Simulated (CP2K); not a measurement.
# FeO (Wuestite): single point with PBE

Crystal: FeO (Wuestite).

```
CELL_PARAMETERS angstrom
3.04820 0.00000 0.00000
1.52410 2.63982 0.00000
1.52410 0.87994 2.48884
ATOMIC_POSITIONS crystal
Fe 0.00000 0.00000 0.00000
O 0.50000 0.50000 0.50000
```

```yaml
Program: CP2K 2026.2
Task: single point
Functional: PBE
Potentials_or_basis: POTENTIAL_UZH Fe GTH-PBE-q16, O GTH-PBE-q6; TZVP-MOLOPT-PBE-GTH basis
Density_cutoff: 8163 eV
k_mesh: 11 × 11 × 11
Occupations: fermi-dirac, width 0.05 eV
Spin: collinear spin, ferromagnetic start
Starting_moments: "[4.5, 0.0] μB"
SCF_solver: diagonalisation with k points
Quickstep_method: GPW
EPS_DEFAULT: 1.0E-10
EPS_SCF: 1.0E-6
MAX_SCF: 150
SCF_GUESS: ATOMIC
k_points_reduced_by_the_point_group: yes
Mesh_centred_on_Gamma: yes
CHOLESKY: OFF
EPS_EIGVAL: 1.0E-7
MIXING_METHOD: PULAY_MIXING
MIXING_ALPHA: 0.4
NBUFFER: 6
NGRIDS: 5
Basis_sets: Fe TZVP-MOLOPT-PBE-GTH-q16, O TZVP-MOLOPT-PBE-GTH-q6
Potentials: Fe GTH-PBE-q16 of POTENTIAL_UZH, O GTH-PBE-q6 of POTENTIAL_UZH
MULTIPLICITY_of_the_start: 5
ADDED_MOS: "[13, 17]"
REL_CUTOFF_Ry: 60 Ry
MIXING_BETA_1/bohr: 1.5 1/bohr
CUTOFF_of_the_grids: 600 Ry
```

| Property | Result |
| --- | --- |
| Pressure | 0.4 GPa |
| Net moment | 4.00 μB per cell |
| Absolute moment | 4.02 μB per cell |
| Site moments | Fe +3.79; O +0.22 μB |
| Mulliken charges | Fe +1.33; O -1.33 e |

It took 88 s on 2 threads of AMD EPYC 9R45 96-Core Processor (Zen 5) (shared host), peak memory 0.44 GiB.

Caveat: Mulliken charges move with the basis; the basis of atomic orbitals isn't converged, which shifts pressures, moduli and gaps; the total moment is fixed, so each spin has its own Fermi level; a cell with one magnetic atom can't hold antiferromagnetic order, which such compounds often take.
